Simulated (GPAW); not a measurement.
Runs of GPAW 26.7.0 on Si. Symmetry: Fd-3m, No. 227, cubic system. The conventional cell has a = 5.444 Å, b = 5.444 Å, c = 5.444 Å, α = 90.00°, β = 90.00°, γ = 90.00°. Si (site symmetry -43m) is surrounded by 4 Si at 2.36 Å. 

```tsv
task	level	potentials or basis	cutoff (eV)	band path	band points	data set	eigensolver	grid spacing	gap on the mesh (eV)	pressure (GPa)	V0 of scaled cells (Å³/atom)	B0 (GPa)
band structure	vdW-DF-cx	GPAW PAW data sets (gpaw-data 1.2.1), pw	600	GXWKGLUWLK,UX	60	-	-	-	0.59	-	-	-
equation of state	revPBE+D3(BJ)	the program's PAW data sets (release 1.2.1) made for this functional, pw	600	-	-	-	-	-	-	-	19.69	94
band structure	PBE	GPAW PAW data sets (gpaw-data 1.2.1), lcao:dzp	-	GXWKGLUWLK,UX	80	-	-	0.16 Å	0.69	-	-	-
equation of state	LDA	JTH PAW 2.0, LDA, pw	600	-	-	Si jth	-	-	-	-	19.71	94
band structure	RPBE	the program's PAW data sets (release 1.2.1) made for this functional, pw	600	GXWKGLUWLK,UX	60	-	-	-	(a)	3.2	-	-
band structure	OLYP	PAW data sets generated in the run's folder for this functional, pw	600	GXWKGLUWLK,UX	100	-	davidson	-	0.82	1.8	-	-
equation of state	PBEint	PAW data sets generated in the run's folder for this functional, pw	600	-	-	-	-	-	-	-	20.26	92
band structure	PBEint	PAW data sets generated in the run's folder for this functional, pw	600	GXWKGLUWLK,UX	60	-	-	-	(b)	0.4	-	-
band structure	PBE	JTH PAW 2.0, PBE, pw	600	GXWKGLUWLK,UX	60	Si jth	-	-	0.64	(c)	-	-
equation of state	optPBE-vdW	GPAW PAW data sets (gpaw-data 1.2.1), pw	600	-	-	-	-	-	-	-	20.78	87
equation of state	AM05+D4	PAW data sets generated in the run's folder for this functional, pw	600	-	-	-	-	-	-	-	19.84	95
equation of state	BLYP+D3	PAW data sets generated in the run's folder for this functional, pw	600	-	-	-	davidson	-	-	-	20.98	75
```

Alike in all rows: no spin polarisation; cell as given; k mesh 8 × 8 × 8; smearing fermi-dirac 0.05 eV.

Estimate the missing entries.

(a) 0.68; (b) 0.53; (c) 1.7.

Caveats: the PAW data sets were made with another functional, which shifts forces and pressure a little (some runs); the program truncates these outside data sets (some runs); the basis of atomic orbitals isn't converged, which shifts pressures, moduli and gaps (some runs).

A k mesh can miss the band edges.

Not every run made on this cell is shown here.
